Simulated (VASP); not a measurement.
Wanted: the native input for a VASP 6.6.1 run.

* Task: band structure
* Functional: PBEsol
* Potentials or basis: VASP PAW PBE potentials, release 64 (Cd, Se)
* Cutoff: 520 eV
* k mesh: 8 × 8 × 4
* Occupations: gaussian, width 0.02 eV
* Spin: no spin polarisation
* Ladder: gaps
* Further INCAR settings: ALGO = Normal; EDIFF = 1e-06; NBANDS = 26

The structure of CdSe (Cadmoselite) lies in POSCAR:

```
CdSe
1.0
    4.3000000000      0.0000000000      0.0000000000
   -2.1500000000      3.7239092363      0.0000000000
    0.0000000000      0.0000000000      7.0200000000
Cd Se
2 2
Direct
    0.6666666667      0.3333333333      0.5000000000
    0.3333333333      0.6666666667      0.0000000000
    0.6666666667      0.3333333333      0.8850000000
    0.3333333333      0.6666666667      0.3850000000
```

The input as run:

INCAR

```
ALGO = Normal
EDIFF = 1E-6
ENCUT = 520
GGA = PS
ISIF = 2
ISMEAR = 0
LASPH = T
LCHARG = F
LREAL = F
LWAVE = F
NBANDS = 26
NELM = 100
PREC = Accurate
SIGMA = 0.02
```

KPOINTS

```
k-points
0
Gamma
  8 8 4
```

KPOINTS_OPT

```
path GMKGALHA,LM,KH
10
line-mode
reciprocal
 0.0000000000  0.0000000000  0.0000000000  G
 0.5000000000  0.0000000000  0.0000000000  M

 0.5000000000  0.0000000000  0.0000000000  M
 0.3333333333  0.3333333333  0.0000000000  K

 0.3333333333  0.3333333333  0.0000000000  K
 0.0000000000  0.0000000000  0.0000000000  G

 0.0000000000  0.0000000000  0.0000000000  G
 0.0000000000  0.0000000000  0.5000000000  A

 0.0000000000  0.0000000000  0.5000000000  A
 0.5000000000  0.0000000000  0.5000000000  L

 0.5000000000  0.0000000000  0.5000000000  L
 0.3333333333  0.3333333333  0.5000000000  H

 0.3333333333  0.3333333333  0.5000000000  H
 0.0000000000  0.0000000000  0.5000000000  A

 0.5000000000  0.0000000000  0.5000000000  L
 0.5000000000  0.0000000000  0.0000000000  M

 0.3333333333  0.3333333333  0.0000000000  K
 0.3333333333  0.3333333333  0.5000000000  H
```

Potentials or basis: VASP PAW PBE potentials, release 64 (Cd, Se).

Run with:

```sh
$ cat potpaw_PBE.64/Cd/POTCAR potpaw_PBE.64/Se/POTCAR > POTCAR
$ mpirun -np 1 vasp_std > vasp.out
```

Results of the run:

The pressure is 0.5 GPa. The largest force is 0.274 eV/Å, the band gap on the k mesh is 0.58 eV, direct and the band gap along the path is 0.58 eV, direct.

Caveat: the PAW data sets were made with another functional, which shifts forces and pressure a little.

It took 2.8 min on 1 thread of Intel(R) Xeon(R) Platinum 8259CL CPU @ 2.50GHz (Skylake/Cascade Lake) (shared host), peak memory 0.29 GiB.
